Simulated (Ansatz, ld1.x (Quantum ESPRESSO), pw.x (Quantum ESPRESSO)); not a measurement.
**rhodium: one change to the PAW potential, in the atom and in the bcc crystal**

- Element: rhodium (Rh)
- Generator: ld1.x (Quantum ESPRESSO) 7.5
- Type: PAW
- Functional: PBE
- Relativity: scalar-relativistic
- Frozen core: [Ar] 3d10 4s2
- Valence charge: 15
- Reference configuration: 4p6 4d8 5s1 5p0
- Partial waves: 5s (bound): rcut 2.30, rcutus 2.55 bohr; 5s channel at 0.2 Ry: rcut 2.30, rcutus 2.55 bohr; 4p (bound): rcut 1.45, rcutus 1.55 bohr; 5p (bound, empty): rcut 1.45, rcutus 1.55 bohr; 4d (bound): rcut 1.80, rcutus 2.15 bohr; 4d channel at 0.05 Ry: rcut 1.80, rcutus 2.15 bohr
- Local potential: all-electron potential smoothed inside 2.00 bohr (lloc = -1)
- Core correction: Bessel-smoothed model core, default radius (core density twice the valence density)
- Augmentation charge: PSQ, inside the norm-conserving radii

Change: all radii but the core radius scaled by about 1.10 (s 2.80, p 1.70, d 2.36 bohr, rcut 2.52/1.60/1.98); local potential all-electron potential smoothed inside 2.20 bohr (lloc = -1).

Cutoffs, loose and tight: the cutoffs (Ry, on a coarse ladder) from which the occupation-weighted sum of valence levels, in a spherical-Bessel basis at the reference potential, stays within 10 and 1 mRy of its value at 400 Ry. They do not see the model core or the augmentation charge, which bear on the density cutoff. Test errors are all-electron minus pseudo excitation energies from the reference, over the configurations 4p6 4d8 5s0 5p0; 4p6 4d7 5s0 5p0; 4p6 4d6 5s0 5p0; 4p6 4d8.5 5s0.5 5p0; 4p6 4d7 5s2 5p0; 4p5 4d8 5s1 5p0; 4p6 4d7 5s1 5p1; variants that change the core or the reference have their own tests.

Crystal test: bcc Rh in pw.x 7.5, no spin, 15³ k-points, Fermi–Dirac smearing 0.01 Ry, cutoffs set for each file from its atomic test. The reference is all-electron LAPW (Ansatz 0.2.0) with the same functional, mesh and smearing; V0 and B0 come from Birch–Murnaghan fits to the pressures at five volumes. Errors are pseudo minus all-electron; Δ is the rms difference of the E(V) curves that follow from these fits, minima aligned, over ±6 % about the mean V0. Mesh and smearing are coarse, so the numbers serve the comparison and aren't converged zero-temperature values; the lattice is a test structure that the element need not adopt.

All-electron: a0 = 3.074 Å (V0 = 14.52 Å³/atom), B0 = 228.7 GPa.

Does the change bring the crystal closer to the all-electron result?

The mean pressure error goes from +1.77 to +2.30 GPa, so the change moves the solid further from the all-electron pressures.

| quantity | base | changed |
| --- | --- | --- |
| outcome (atom) | generated | generated |
| cutoff, loose (atom) | 35 Ry | 30 Ry |
| cutoff, tight (atom) | 60 Ry | 50 Ry |
| bound ghosts (atom) | none | none |
| largest test error (meV) (atom) | -42 over the solved tests; test run stopped at test 5 of 7 (negative rho) | -56 over the solved tests; 1 of 7 tests not solved or not reliable |
| cutoffs in pw.x (Ry) | 75/600 | 60/480 |
| a0 (Å) | 3.082 | 3.084 |
| a0 error (%) | +0.25 | +0.32 |
| B0 error (%) | -0.4 | -0.3 |
| Δ (meV/atom) | 5.5 | 7.1 |
| mean pressure error (GPa) | +1.77 | +2.30 |

Base: Atomic configuration tests: test run stopped at test 5 of 7 (negative rho). Changed file: The largest radius (2.80 bohr) exceeds half the bond length (2.52 bohr), so the spheres overlap, which is one possible source of error among others. Atomic configuration tests: 1 of 7 tests not solved or not reliable. The logarithmic derivative shows an extra or strongly shifted pseudo pole above the reference energy (s near 1.64 Ry). The atomic cutoffs weigh occupied waves only.
